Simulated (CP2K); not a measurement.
# Sb (Pm-3m) in CP2K: convergence with r cutoff

Aim: find how far r cutoff must go before the results for Sb settle, at PBEsol+D3(BJ). This setting moves, with any that are tied to it; all else stays.

Program: CP2K 2026.2. These are calculated values, not measurements. Logs are shortened: lines on timing, memory, paths and dates and some standing lists are left out, and cuts for length are marked.

## (1) The crystal as given

It takes space group Pm-3m (No. 221, cubic). Conventional cell: a = 3.160 Å, b = 3.160 Å, c = 3.160 Å, α = 90.00°, β = 90.00°, γ = 90.00°. Sb (site symmetry m-3m) is surrounded by 6 Sb at 3.16 Å.

This isn't the form of Sb at room conditions, which is rhombohedral.

## (2) With r cutoff 6

Input file sb_converge.inp:

```
&GLOBAL
  PROJECT sb_converge
  RUN_TYPE ENERGY_FORCE
  PRINT_LEVEL LOW
&END GLOBAL
&FORCE_EVAL
  METHOD QS
  STRESS_TENSOR ANALYTICAL
  &DFT
    BASIS_SET_FILE_NAME BASIS_MOLOPT_UZH
    POTENTIAL_FILE_NAME POTENTIAL_UZH
    &MGRID
      CUTOFF 450
      REL_CUTOFF 60
      NGRIDS 5
    &END MGRID
    &QS
      METHOD GPW
      EPS_DEFAULT 1.0E-9
    &END QS
    &KPOINTS
      SCHEME MONKHORST-PACK 7 7 7
      GAMMA_CENTERED T
      SYMMETRY T
      SYMMETRY_BACKEND SPGLIB
    &END KPOINTS
    &SCF
      SCF_GUESS ATOMIC
      EPS_SCF 1.0E-6
      MAX_SCF 100
      ADDED_MOS 8
      CHOLESKY OFF
      EPS_EIGVAL 1.0E-7
      &DIAGONALIZATION ON
        ALGORITHM STANDARD
      &END DIAGONALIZATION
      &MIXING ON
        METHOD BROYDEN_MIXING
        ALPHA 0.4
        BETA 1.5
        NBUFFER 8
      &END MIXING
      &SMEAR ON
        METHOD FERMI_DIRAC
        ELECTRONIC_TEMPERATURE [K] 300.557
      &END SMEAR
    &END SCF
    &XC
      &XC_FUNCTIONAL
        &GGA_X_PBE_SOL
        &END GGA_X_PBE_SOL
        &GGA_C_PBE_SOL
        &END GGA_C_PBE_SOL
      &END XC_FUNCTIONAL
      &VDW_POTENTIAL
        POTENTIAL_TYPE PAIR_POTENTIAL
        &PAIR_POTENTIAL
          TYPE DFTD3(BJ)
          REFERENCE_FUNCTIONAL PBEsol
          PARAMETER_FILE_NAME dftd3.dat
          R_CUTOFF 6
        &END PAIR_POTENTIAL
      &END VDW_POTENTIAL
    &END XC
    &PRINT
      &KPOINTS ON
      &END KPOINTS
      &MULLIKEN ON
      &END MULLIKEN
      &MO ON
        ENERGIES T
        OCCUPATION_NUMBERS T
        &EACH
          QS_SCF 0
        &END EACH
        ADD_LAST NUMERIC
      &END MO
    &END PRINT
  &END DFT
  &SUBSYS
    &CELL
      A 3.1600000000 0.0000000000 0.0000000000
      B 0.0000000000 3.1600000000 0.0000000000
      C 0.0000000000 0.0000000000 3.1600000000
      PERIODIC XYZ
    &END CELL
    &COORD
      SCALED
      Sb  0.0000000000 0.0000000000 0.0000000000
    &END COORD
    &KIND Sb
      BASIS_SET TZVP-MOLOPT-PBE-GTH-q5
      POTENTIAL GTH-PBE-q5
    &END KIND
    &PRINT
      &ATOMIC_COORDINATES ON
      &END ATOMIC_COORDINATES
      &CELL ON
      &END CELL
    &END PRINT
  &END SUBSYS
  &PRINT
    &FORCES ON
    &END FORCES
    &STRESS_TENSOR ON
    &END STRESS_TENSOR
  &END PRINT
&END FORCE_EVAL
```

Potentials or basis: POTENTIAL_UZH Sb GTH-PBE-q5; TZVP-MOLOPT-PBE-GTH basis.

Started as:

```console
OMP_NUM_THREADS=1 cp2k.psmp -i sb_converge.inp -o sb_converge.out
```

sb_converge.out:

```text

 CP2K| version string:                                       CP2K version 2026.2
 CP2K| Input file name                                           sb_converge.inp

 GLOBAL| Force Environment number                                              1
 GLOBAL| Basis set file name                                    BASIS_MOLOPT_UZH
 GLOBAL| Potential file name                                       POTENTIAL_UZH
 GLOBAL| MM Potential file name                                     MM_POTENTIAL
 GLOBAL| Coordinate file name                                      __STD_INPUT__
 GLOBAL| Method name                                                        CP2K
 GLOBAL| Project name                                                sb_converge
 GLOBAL| Run type                                                   ENERGY_FORCE
 GLOBAL| FFT library                                                       FFTW3
[... 8 lines left out ...]
 GLOBAL| CPU model name                                                  UNKNOWN

 CELL| Volume [angstrom^3]:                                            31.554496
 CELL| Vector a [angstrom]:       3.160     0.000     0.000   |a| =     3.160000
 CELL| Vector b [angstrom]:       0.000     3.160     0.000   |b| =     3.160000
 CELL| Vector c [angstrom]:       0.000     0.000     3.160   |c| =     3.160000
 CELL| Angle (b,c), alpha [degree]:                                    90.000000
 CELL| Angle (a,c), beta  [degree]:                                    90.000000
 CELL| Angle (a,b), gamma [degree]:                                    90.000000
 CELL| Numerically orthorhombic:                                             YES
 CELL| Periodicity                                                           XYZ

 CELL_REF| Volume [angstrom^3]:                                        31.554496
 CELL_REF| Vector a [angstrom     3.160     0.000     0.000   |a| =     3.160000
 CELL_REF| Vector b [angstrom     0.000     3.160     0.000   |b| =     3.160000
 CELL_REF| Vector c [angstrom     0.000     0.000     3.160   |c| =     3.160000
 CELL_REF| Angle (b,c), alpha [degree]:                                90.000000
 CELL_REF| Angle (a,c), beta  [degree]:                                90.000000
 CELL_REF| Angle (a,b), gamma [degree]:                                90.000000
 CELL_REF| Numerically orthorhombic:                                         YES
 CELL_REF| Periodicity                                                       XYZ

[... 8 lines left out ...]
 TOTAL NUMBERS AND MAXIMUM NUMBERS

  Total number of            - Atomic kinds:                                   1
                             - Atoms:                                          1
                             - Shell sets:                                     1
                             - Shells:                                         7
                             - Primitive Cartesian functions:                  4
                             - Cartesian basis functions:                     18
                             - Spherical basis functions:                     17

  Maximum angular momentum of- Orbital basis functions:                        2
                             - Local part of the GTH pseudopotential:          0
                             - Non-local part of the GTH pseudopotential:      4

[... 86 lines left out ...]
    10 Broy./Diag. 0.40E+00    0.3     0.00000368        -5.5360059214  5.12E-06
    11 Broy./Diag. 0.40E+00    0.3     0.00000097        -5.5360052102  7.11E-07

  *** SCF run converged in    11 steps ***

  Electronic density on regular grids:         -4.9999999991        0.0000000009
  Core density on regular grids:                4.9999999836       -0.0000000164
  Total charge density on r-space grids:       -0.0000000155
  Total charge density g-space grids:          -0.0000000155

  Overlap energy of the core charge distribution:               0.00000000001037
  Self energy of the core charge distribution:                -11.95317330209555
  Core Hamiltonian energy:                                      2.39179240673583
  Hartree energy:                                               5.40882293019032
  Exchange-correlation energy:                                 -1.36790241479356
  Dispersion energy:                                           -0.01546728326922
  Electronic entropic energy:                                  -0.00007754700117
  Fermi energy:                                                 0.16877794517003

  Total energy:                                                -5.53600521018132
  Total energy (extrapolated to T->0):                         -5.53596643668074

 MO| EIGENVALUES AND OCCUPATION NUMBERS FOR K POINT 1
 MO|
 MO|  Index      Eigenvalue [a.u.]        Eigenvalue [eV]             Occupation
 MO|      1              -0.032374              -0.880937               2.000000
 MO|      2               0.120491               3.278735               2.000000
 MO|      3               0.120491               3.278735               2.000000
 MO|      4               0.133337               3.628273               2.000000
 MO|      5               0.385205              10.481964               0.000000
 MO|      6               0.399636              10.874643               0.000000
 MO|      7               0.399636              10.874643               0.000000
 MO|      8               1.148183              31.243655               0.000000
 MO|      9               1.148183              31.243655               0.000000
 MO|     10               1.190310              32.389987               0.000000
 MO|     11               1.366272              37.178142               0.000000
 MO| Sum:                                                               8.000000
 MO| E(Fermi):            0.168778 a.u.          4.592681 eV
[... 213 lines left out ...]
 MO|  Index      Eigenvalue [a.u.]        Eigenvalue [eV]             Occupation
 MO|      1              -0.207581              -5.648560               2.000000
 MO|      2               0.095364               2.594997               2.000000
 MO|      3               0.237530               6.463532               0.000000
 MO|      4               0.251558               6.845249               0.000000
 MO|      5               0.548352              14.921426               0.000000
 MO|      6               0.633248              17.231556               0.000000
 MO|      7               0.648662              17.650978               0.000000
 MO|      8               0.674654              18.358256               0.000000
 MO|      9               0.794345              21.615215               0.000000
 MO|     10               0.825902              22.473941               0.000000
 MO|     11               1.039443              28.284683               0.000000
 MO| Sum:                                                               4.000000
 MO| E(Fermi):            0.168778 a.u.          4.592681 eV

 [... the levels of further k-points ...]

 !-----------------------------------------------------------------------------!
                     Mulliken Population Analysis

 #  Atom  Element  Kind  Atomic population                           Net charge
       1     Sb       1          5.000000                             -0.000000
 # Total charge                              5.000000                 -0.000000

 !-----------------------------------------------------------------------------!

 ENERGY| Total FORCE_EVAL ( QS ) energy [hartree]             -5.536004899414957

 FORCES| Atomic forces [hartree/bohr]
 FORCES|   Atom     x               y               z               |f|
 FORCES|      1  5.87498614E-10  5.87497598E-10  5.87514692E-10   1.01758614E-09
 FORCES| Sum     5.87498614E-10  5.87497598E-10  5.87514692E-10
 FORCES| Total atomic force                                       1.01758614E-09

 STRESS| Analytical stress tensor [bar]
 STRESS|                        x                   y                   z
 STRESS|      x       -4.74371311212E+04   2.82499255160E-05   2.82259596478E-05
 STRESS|      y        2.82499255160E-05  -4.74371311212E+04   2.81884158194E-05
 STRESS|      z        2.82259596478E-05   2.81884158194E-05  -4.74371311212E+04
 STRESS| 1/3 Trace                                            -4.74371311212E+04
 STRESS| Determinant                                          -1.06746894259E+14

 STRESS| Eigenvectors and eigenvalues of the analytical stress tensor [bar]
 STRESS|                        1                   2                   3
 STRESS| Eigenvalues  -4.74371311494E+04  -4.74371311493E+04  -4.74371310647E+04
 STRESS|      x          -0.794057185360     -0.189847657574      0.577434890954
 STRESS|      y           0.561581864102     -0.592641360284      0.577409757445
 STRESS|      z           0.232591909339      0.782773329256      0.577206131911
```

Run time: 4.2 s. Hardware: 1 thread of Arm Neoverse V1, shared host; peak memory 0.22 GiB.

What came out:

```
Free energy            : -150.6424 eV
Pressure               : -4.7 GPa
Band gap on the k mesh : none (metal or under the smearing width)
```

## (3) With r cutoff 8

Edit sb_converge.inp of step 2 so:

```diff
@@ -60,3 +60,3 @@
           PARAMETER_FILE_NAME dftd3.dat
-          R_CUTOFF 6
+          R_CUTOFF 8
         &END PAIR_POTENTIAL
```

Potentials or basis: POTENTIAL_UZH Sb GTH-PBE-q5; TZVP-MOLOPT-PBE-GTH basis.

Started as:

```console
OMP_NUM_THREADS=1 cp2k.psmp -i sb_converge.inp -o sb_converge.out
```

It took 4.2 s on 1 thread of Arm Neoverse V1, shared host; peak memory 0.22 GiB.

What came out:

* Free energy: -150.6488 eV
* Pressure: -4.8 GPa
* Band gap on the k mesh: none (metal or under the smearing width)

## (4) With r cutoff 10

Edit sb_converge.inp of step 3 so:

```diff
@@ -60,3 +60,3 @@
           PARAMETER_FILE_NAME dftd3.dat
-          R_CUTOFF 8
+          R_CUTOFF 10
         &END PAIR_POTENTIAL
```

Started as:

```console
OMP_NUM_THREADS=1 cp2k.psmp -i sb_converge.inp -o sb_converge.out
```

Wall time 4.2 s (1 thread of Arm Neoverse V1, shared host); peak memory 0.22 GiB.

Results:

```yaml
Free_energy: -150.6516 eV
Pressure: -4.8 GPa
Band_gap_on_the_k_mesh: none (metal or under the smearing width)
```

## (5) With r cutoff 13

Edit sb_converge.inp of step 4 so:

```diff
@@ -60,3 +60,3 @@
           PARAMETER_FILE_NAME dftd3.dat
-          R_CUTOFF 10
+          R_CUTOFF 13
         &END PAIR_POTENTIAL
```

Started as:

```console
OMP_NUM_THREADS=1 cp2k.psmp -i sb_converge.inp -o sb_converge.out
```

It took 4.2 s on 1 thread of Arm Neoverse V1, shared host; peak memory 0.22 GiB.

What came out:

* Free energy: -150.6529 eV
* Pressure: -4.9 GPa
* Band gap on the k mesh: none (metal or under the smearing width)

## (6) With r cutoff 17

Edit sb_converge.inp of step 5 so:

```diff
@@ -60,3 +60,3 @@
           PARAMETER_FILE_NAME dftd3.dat
-          R_CUTOFF 13
+          R_CUTOFF 17
         &END PAIR_POTENTIAL
```

Potentials or basis: POTENTIAL_UZH Sb GTH-PBE-q5; TZVP-MOLOPT-PBE-GTH basis.

Started as:

```console
OMP_NUM_THREADS=1 cp2k.psmp -i sb_converge.inp -o sb_converge.out
```

It took 4.2 s on 1 thread of Arm Neoverse V1, shared host; peak memory 0.22 GiB.

Results (log left out):

```
Free energy            : -150.6535 eV
Pressure               : -4.9 GPa
Band gap on the k mesh : none (metal or under the smearing width)
```

## (7) With r cutoff 22

Edit sb_converge.inp of step 6 so:

```diff
@@ -60,3 +60,3 @@
           PARAMETER_FILE_NAME dftd3.dat
-          R_CUTOFF 17
+          R_CUTOFF 22
         &END PAIR_POTENTIAL
```

Started as:

```console
OMP_NUM_THREADS=1 cp2k.psmp -i sb_converge.inp -o sb_converge.out
```

Run time: 4.3 s. Hardware: 1 thread of Arm Neoverse V1, shared host; peak memory 0.22 GiB.

It converged, with:

| Item | Value |
| --- | --- |
| Free energy | -150.6537 eV |
| Pressure | -4.9 GPa |
| Band gap on the k mesh | none (metal or under the smearing width) |

## (8) With r cutoff 30

Edit sb_converge.inp of step 7 so:

```diff
@@ -60,3 +60,3 @@
           PARAMETER_FILE_NAME dftd3.dat
-          R_CUTOFF 22
+          R_CUTOFF 30
         &END PAIR_POTENTIAL
```

Started as:

```console
OMP_NUM_THREADS=1 cp2k.psmp -i sb_converge.inp -o sb_converge.out
```

Run time: 4.3 s. Hardware: 1 thread of Arm Neoverse V1, shared host; peak memory 0.22 GiB.

It converged, with:

```yaml
Free_energy: -150.6539 eV
Pressure: -4.9 GPa
Band_gap_on_the_k_mesh: none (metal or under the smearing width)
```

## (9) Result

| r cutoff | energy less the tightest run, at zero smearing (meV/atom) | pressure (GPa) | SCF cycles | CPU time (s) | peak memory (GiB) |
| --- | --- | --- | --- | --- | --- |
| 6 | 11.51 | -4.74 | 11 | 4.2 | 0.22 |
| 8 | 5.11 | -4.82 | 11 | 4.2 | 0.22 |
| 10 | 2.31 | -4.85 | 11 | 4.2 | 0.22 |
| 13 | 0.94 | -4.86 | 11 | 4.2 | 0.22 |
| 17 | 0.37 | -4.87 | 11 | 4.2 | 0.22 |
| 22 | 0.12 | -4.87 | 11 | 4.3 | 0.22 |
| 30 | 0.00 | -4.87 | 11 | 4.3 | 0.22 |

Against the tightest run, the energy stays within 1 meV/atom from 13 on; the pressure stays within 0.1 GPa from 8 on. The tightest run that finished is the yardstick and may itself not be fully converged.

Caveats: the potentials were made for another functional, which shifts forces and pressure; the basis of atomic orbitals isn't converged, which shifts pressures, moduli and gaps; pairwise dispersion overbinds metals, which lowers pressure and volume.
